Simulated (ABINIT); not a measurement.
The system is Se.

```
Se
1.0
     4.36620    0.00000    0.00000
    -2.18310    3.78124    0.00000
     0.00000    0.00000    4.95360
Se
3
Direct
  0.77460 0.77460 0.00000
  0.00000 0.22540 0.66667
  0.22540 0.00000 0.33333
```

Base run:

| Property | Result |
| --- | --- |
| Program | ABINIT 10.8.3 (patched build) |
| Functional | LDA |
| Potentials or basis | JTH PAW LDA v2.0 |
| Cutoff | 408 eV |
| k mesh | 7 × 7 × 6 |
| Occupations | fermi-dirac, width 0.05 eV |
| Spin | no spin polarisation |

Its results: band gap on the k mesh 1.09 eV, indirect (least direct gap 1.41 eV); pressure -1.2 GPa; largest force 0.241 eV/Å.

**Question.** After a change of settings the same cell gave: band gap on the k mesh 1.18 eV, indirect (least direct gap 1.42 eV); pressure -1.2 GPa; largest force 0.239 eV/Å. Which change was it?
A. functional from LDA to rPW86PBE; potentials or basis from JTH PAW LDA v2.0 to JTH PAW PBE v2.0
B. functional from LDA to PW91; potentials or basis from JTH PAW LDA v2.0 to JTH PAW PBE v2.0
C. functional from LDA to BP86; potentials or basis from JTH PAW LDA v2.0 to JTH PAW PBE v2.0
D. k mesh from 7 × 7 × 6 to 6 × 6 × 5

**Answer.** D.

Caveats: the mesh misses the band edges, which the band path finds closer together (some runs); an odd mesh through Γ misses points on the zone boundary, where band edges often lie (some runs).

Runs at the PBE level aren't shown here.
